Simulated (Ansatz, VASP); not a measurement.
## One calculation of Si, two programs

```
Si
1.0
     0.00000    1.91347    1.91347
     1.91347    0.00000    1.91347
     1.91347    1.91347    0.00000
Si
1
Direct
  0.00000 0.00000 0.00000
```

Alike in both runs: functional PBEsol; k mesh 10 × 10 × 10; occupations gaussian, width 0.1 eV; no spin polarisation.

Ansatz relaxed the structure, and its values are those at the end. VASP's run is a single point on that final structure, the one shown.

|  | VASP | Ansatz |
| --- | --- | --- |
| version | VASP 6.6.1 | Ansatz 0.2.0 |
| potentials or method | VASP PAW PBE potentials, release 64 (Si) | scalar-relativistic, plane waves, PAW |
| plane-wave cutoff (eV) | 520 | 420 |
| valence electrons in the cell | 4 | 4 |

```csv
,VASP,Ansatz,Ansatz less VASP
gap on the k mesh at the Fermi level (eV),none,none,-
pressure (GPa),0.2,0.0,-0.15
```

A gap of «none» marks a metal or a gap that the smearing closes. With one functional, cell and mesh, what is left measures potentials, basis and numerics.

Caveats: the PAW data sets were made with another functional, which shifts forces and pressure a little (VASP).
